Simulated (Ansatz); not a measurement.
# AlN: the cost of one run

Method: DFT PBE, scalar-relativistic, plane waves, PAW, unless a step names another level, in Ansatz 0.2.0.

4 further runs of the same task are left out: 4 set aside as unsound or not needed.

**1. Plan**

Pauling electronegativities: Al 1.61, N 3.04 (spread 1.43). The formula balances with common oxidation states: Al +3, N -3. Tabulated atomic sizes suggest about 12 Å³/atom. 29 candidates were drawn, by swapping species into database cells of other compounds, at random by space group and Wyckoff sites, or by hand, as the table says:

```
name              made from  space group no.        Wyckoff sites  atoms (primitive cell)  V (Å³/atom)
 c01   database cell of CrN              166          Al 3a; N 3b                       2         10.5
 c02   database cell of ZnO              216          Al 4a; N 4d                       2         13.5
 c03                 random               38      Al 8f; N 4d, 4d                       8         13.4
 c04                 random               12  Al 2d, 4f, 2a; N 8j                       8         15.9
 c05                 random                2  Al 1f, 1a; N 1h, 1b                       4         12.8
 c06  database cell of ZnAg               65          Al 2a; N 2c                       2         11.7
 c07                 random              191          Al 1a; N 1b                       2         15.8
 c08                 random              123          Al 2e; N 2h                       4         14.9
 c09                 random                2          Al 1d; N 1e                       2         14.4
 c10                 random               78          Al 4a; N 4a                       8         13.7
 c11                 random               99          Al 1b; N 1b                       2         12.7
 c12   database cell of HfN              225          Al 4a; N 4b                       2         10.5
 c13   database cell of SnO              129          Al 2c; N 2a                       4         12.2
 c14  database cell of MnPt              123          Al 1a; N 1d                       2         13.1
 c15                 random               44          Al 2a; N 2a                       2         15.9
 c18  database cell of CdSe              216          Al 4a; N 4c                       2         14.3
 c19   database cell of KCl              225          Al 4b; N 4a                       2         12.5
 c20                 random               99      Al 2c; N 1b, 1a                       4         15.3
 c21                 random              160  Al 3a, 3a; N 3a, 3a                       4         14.4
 c22  database cell of LiZn              227          Al 8a; N 8b                       4         15.1
 c23   database cell of HgF              139          Al 4e; N 4e                       4         12.2
 c24                 random               65          Al 2c; N 2d                       2         13.0
 c26                 random               25          Al 1c; N 1c                       2         12.9
 c27                 random               71      Al 2b, 2a; N 4i                       4         14.6
 c28  database cell of SbRh               62          Al 4c; N 4c                       8         10.8
 c29                 random              123          Al 1b; N 1a                       2         12.7
 c30                 random              166          Al 3b; N 3a                       2         13.1
 c31                 random              139          Al 2a; N 2b                       2         12.5
 c32                 random              221          Al 1a; N 1b                       2         15.3
```

**2. Screening run of c02**

input.yaml reads:

```yaml
crystal:
  lattice:
    - [0.0, 2.38342807, 2.38342807]
    - [2.38342807, 0.0, 2.38342807]
    - [2.38342807, 2.38342807, 0.0]
  atoms:
    - { symbol: Al, position: [0.0, 0.0, 0.0] }
    - { symbol: "N", position: [0.25, 0.25, 0.25] }
basis:
  ecutwfc: 420
kpoints:
  mp_grid: { grid: [5, 5, 5] }
hamiltonian:
  xc: pbe
scf:
  occupations: { method: gaussian, width: 0.15 }
  lower_state_search: "off"
output:
  forces: true
  stress: true
  eigenvalues: true
relax:
  adjacent_minimum: "off"
  f_tol: 0.08
  max_steps: 16
  cell: { stress_tol: 0.8 }
```

Started as:

```bash
$ ansatz run input.yaml --threads 1 --pin off --max-ram 2560MiB --backend cpu --events-out ev --progress --plain --runs-dir out
```

Q: Estimate wall time and peak memory on 1 thread of Arm Neoverse V1, shared host.

About 3 s, with a peak of 0.26 GiB.
